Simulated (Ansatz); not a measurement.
A 3-atom cell of ZrSe₂ started from a crystallographic database (r2SCAN+rVV10 geometry), in Ansatz:

```cif
data_structure
_symmetry_space_group_name_H-M 'P-3m1'
_symmetry_Int_Tables_number 164
_cell_length_a 3.7894
_cell_length_b 3.7894
_cell_length_c 6.1807
_cell_angle_alpha 90.000
_cell_angle_beta 90.000
_cell_angle_gamma 120.000
_cell_volume 76.86
loop_
_atom_site_label
_atom_site_type_symbol
_atom_site_symmetry_multiplicity
_atom_site_Wyckoff_symbol
_atom_site_fract_x
_atom_site_fract_y
_atom_site_fract_z
_atom_site_occupancy
Zr1 Zr 1 a 0.00000 0.00000 0.00000 1
Se1 Se 2 d 0.33333 0.66667 0.25375 1
```

G0W0@PBE with 289 empty bands, a screening cutoff of 140 eV and a 6×6×2 mesh (PAW, contour deformation) gives 1.035 eV over the mesh points, from a PBE gap of 0.292 eV; it sums over 311 bands with 287 plane waves in the screening and a wave cutoff of 420 eV. The G0W0 figures hold for the stated bands, cutoff and mesh and aren't extrapolated. (Simulation; spin polarisation is off.)

Question: Estimate the gap with mesh 6×6×4, empty bands 124, screening cutoff 80 eV.

Answer: 0.935 eV (-0.100 eV), from a Kohn-Sham gap of 0.297 eV.

Question: Estimate the gap with starting point LDA.

Answer: 0.972 eV (-0.063 eV), from a Kohn-Sham gap of 0.208 eV.

Question: Estimate the gap with empty bands 531, screening cutoff 210 eV.

Answer: 1.076 eV (+0.041 eV), from a Kohn-Sham gap of 0.292 eV.

Spin-orbit coupling is left out.
